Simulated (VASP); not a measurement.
Runs of VASP 6.6.1 on PtS2. Symmetry: P-3m1, No. 164, trigonal system. The conventional cell has a = 3.543 Å, b = 3.543 Å, c = 5.039 Å, α = 90.00°, β = 90.00°, γ = 120.00°. Pt (site symmetry -3m) is surrounded by 6 S at 2.34 Å. S (site symmetry 3m) has 3 Pt at 2.34 Å as nearest neighbours. 

```csv
level,spin,k mesh,gap on the mesh (eV),pressure (GPa),largest force (eV/Å)
SCAN,off,9 × 9 × 5,1.30,5.6,(a)
SCAN,"SOC, no magnetisation",7 × 7 × 4,-,5.7,0.89
r2SCAN,"SOC, no magnetisation",7 × 7 × 4,-,9.4,1.24
r2SCAN,off,9 × 9 × 5,1.19,9.2,1.21
rSCAN,off,9 × 9 × 5,1.18,(b),1.18
```

Alike in all rows: task band structure; potentials or basis VASP PAW PBE potentials, release 64 (Pt, S); cell as given; cutoff (eV) 520; smearing fermi-dirac 0.05 eV.

Q: Estimate the missing entries.

A: (a) 0.86; (b) 8.9.

Caveats: the PAW data sets were made with another functional, which shifts forces and pressure a little; spin-orbit coupling is left out, which moves the levels of the heavy elements (some runs).

A k mesh can miss the band edges, and rows without SOC leave out spin-orbit coupling on Pt.

Runs at the PBE level aren't shown here.
